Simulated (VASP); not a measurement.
Runs of VASP 6.6.1 on Ni. Symmetry: P6_3/mmc, No. 194, hexagonal system. Conventional cell: a = 2.445 Å, b = 2.445 Å, c = 4.018 Å, α = 90.00°, β = 90.00°, γ = 120.00°. Ni (site symmetry -6m2) is surrounded by 12 Ni at 2.45 to 2.46 Å. This isn't the form of Ni at room conditions, which is fcc.

```tsv
level	k mesh	cutoff (eV)	smearing	gap on the mesh (eV)	pressure (GPa)	moment (μB)
PBEsol	21 × 21 × 10	700	gaussian 0.1 eV	none	0.2	1.24
PBEsol	21 × 21 × 10	520	gaussian 0.5 eV	none	(a)	0.92
PBEsol	30 × 30 × 16	520	gaussian 0.1 eV	none	0.2	1.23
PBEsol	21 × 21 × 10	900	gaussian 0.1 eV	none	0.2	1.24
r2SCAN	21 × 21 × 10	520	gaussian 0.1 eV	none	(b)	1.39
```

Alike in all rows: task single point; potentials or basis VASP PAW PBE potentials, release 64 (Ni); spin collinear, ferromagnetic start; cell as given.

Task: Fill in the values left out.

Result: (a) 1.2; (b) 3.1.

Caveats: the PAW data sets were made with another functional, which shifts forces and pressure a little.

A gap of «none» marks a metal or a gap under the smearing width.
